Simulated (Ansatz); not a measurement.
Relaxed BaF₂ (fluorite):

```
CELL_PARAMETERS angstrom
      0.00000     6.24642     6.24642
      3.12321     0.00000     3.12321
      3.12321     3.12321     0.00000
ATOMIC_POSITIONS crystal
  Ba 0.00000 0.00000 0.00000
  Ba 0.50000 0.00000 0.00000
  F  0.12500 0.25000 0.25000
  F  0.62500 0.25000 0.25000
  F  0.37500 0.75000 0.75000
  F  0.87500 0.75000 0.75000
```

The atoms are displaced by Q × the pattern below (from a DFPT mode at L = (0.5, 0.0, 0.0), largest move 1; Q in Å), at fixed cell. (q is in reciprocal vectors of the primitive cell; the cell shown is doubled to hold the pattern.)

| atom | x | y | z |
|---|---|---|---|
| Ba1 | 0.116 | -0.116 | -0.116 |
| Ba2 | -0.116 | 0.116 | 0.116 |
| F3 | -0.577 | 0.577 | 0.577 |
| F4 | 0.577 | -0.577 | -0.577 |
| F5 | 0.577 | -0.577 | -0.577 |
| F6 | -0.577 | 0.577 | 0.577 |

Level of theory: PBE (plane waves to 420 eV, PAW, scalar-relativistic; Ansatz, an electronic-structure program). k mesh 9×9×9 (Γ-centred), Fermi-Dirac smearing 0.05 eV. E stands for the smeared free energy. BaF2 was relaxed with its symmetry unable to fall. ΔE is measured from the undisplaced structure.

Task: Estimate the ΔE (meV/cell) and −dE/dQ from forces (eV/Å) for Q (Å) = -0.083, -0.067, -0.033, 0.050, 0.083, 0.100.

Result: 
| Q (Å) | ΔE (meV/cell) | −dE/dQ from forces (eV/Å) |
|---|---|---|
| -0.083 | 51.0 | 1.221 |
| -0.067 | 32.6 | 0.978 |
| -0.033 | 8.2 | 0.490 |
| 0.050 | 18.4 | -0.734 |
| 0.083 | 51.0 | -1.221 |
| 0.100 | 73.3 | -1.462 |

(A displaced cell: forces are minus the slopes of the energy, force constants its curvatures, and phonons follow from these.)
